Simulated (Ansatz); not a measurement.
What does Ansatz print for the nuclei with this input?

The cell is a Materials Project structure (computed, not necessarily an observed phase).

```yaml
crystal:
  lattice:
    - [-5.097444405, 5.097444405, 1.48372277]
    - [5.097444405, -5.097444405, 1.48372277]
    - [5.097444405, 5.097444405, -1.48372277]
  atoms:
    - { symbol: Ti, position: [0.64445292, 0.17258691, 0.81703983] }
    - { symbol: Ti, position: [0.17258691, 0.35554708, 0.52813399] }
    - { symbol: Ti, position: [0.82741309, 0.64445292, 0.47186601] }
    - { symbol: Ti, position: [0.35554708, 0.82741309, 0.18296017] }
    - { symbol: O, position: [0.83626247, 0.45898473, 0.2952472] }
    - { symbol: O, position: [0.45898473, 0.16373753, 0.62272226] }
    - { symbol: O, position: [0.54101527, 0.83626247, 0.37727774] }
    - { symbol: O, position: [0.16373753, 0.54101527, 0.7047528] }
    - { symbol: O, position: [0.15660689, 0.79096421, 0.9475711] }
    - { symbol: O, position: [0.79096421, 0.84339311, 0.63435732] }
    - { symbol: O, position: [0.84339311, 0.20903579, 0.0524289] }
    - { symbol: O, position: [0.20903579, 0.15660689, 0.36564268] }
kpoints:
  mp_grid: { grid: [8, 8, 8] }
scf:
  occupations: { method: fermi_dirac, width: 0.02 }
hamiltonian:
  xc: pbe
  pseudopotentials: { kind: paw }
output:
  forces: true
  stress: true
  populations: true
  efg:
    quadrupole_moments_barn: { Ti: 0.247, O: -0.02558 }
    contact_densities: true
```

```sh
ansatz run input.yaml --threads 1 --pin off --max-ram 2560MiB --backend cpu --events-out ev --progress --plain --runs-dir out
```

Of the output, the block on the nuclei alone is shown; the set-up, the SCF iterations, energies, forces and stress are cut. One atom of each set with nearly equal values is shown.

```
--- PAW observables at the nuclei: V_zz in 10²¹ V/m², potentials from the cell's mean, atoms counted from 1 ---
  atom   1  Ti V_zz =    -2.218708   η = 0.9963   by run symmetry: allowed   C_q = -13.2511 MHz
            electrostatic potential = -2523.908990 V   contact ρ = 56791.761735 e/Å³
  atom   5  O  V_zz =    -1.866557   η = 0.0233   by run symmetry: allowed   C_q = +1.1545 MHz
            electrostatic potential = -621.439743 V   contact ρ = 2157.391358 e/Å³
  atom   9  O  V_zz =    +0.764922   η = 0.1607   by run symmetry: allowed   C_q = -0.4731 MHz
            electrostatic potential = -621.485068 V   contact ρ = 2158.385859 e/Å³
```
